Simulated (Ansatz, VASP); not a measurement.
# Two plane-wave programs on BiTe

```
Bi Te
1.0
     0.00000    3.25642    3.25642
     3.25642    0.00000    3.25642
     3.25642    3.25642    0.00000
Bi Te
1 1
Direct
  0.00000 0.00000 0.00000
  0.50000 0.50000 0.50000
```

Change from the starting cell: volume scaled by 1.02.

Alike in both runs: task single point; functional PBEsol; k mesh 7 × 7 × 7; occupations fermi-dirac, width 0.05 eV; no spin polarisation.

```csv
,VASP,Ansatz
version,VASP 6.6.1,Ansatz 0.2.0
potentials or method,"VASP PAW PBE potentials, release 64 (Bi_d, Te)",Ansatz PAW
plane-wave cutoff (eV),520,420
valence electrons in the cell,21,31
```

```tsv
	VASP	Ansatz	Ansatz less VASP
gap on the k mesh at the Fermi level (eV)	none	none	-
pressure (GPa)	-2.4	-2.4	+0.02
```

A gap of «none» marks a metal or a gap that the smearing closes. With one functional, cell and mesh, what is left measures potentials, basis and numerics. The two sets of potentials don't hold the same shells in valence.

Caveats: spin-orbit coupling is left out, which moves the levels of the heavy elements; the PAW data sets were made with another functional, which shifts forces and pressure a little (VASP); the PAW data sets come from PBE, with cores solved anew for the run's functional, which leaves a small shift of forces and pressure (Ansatz).
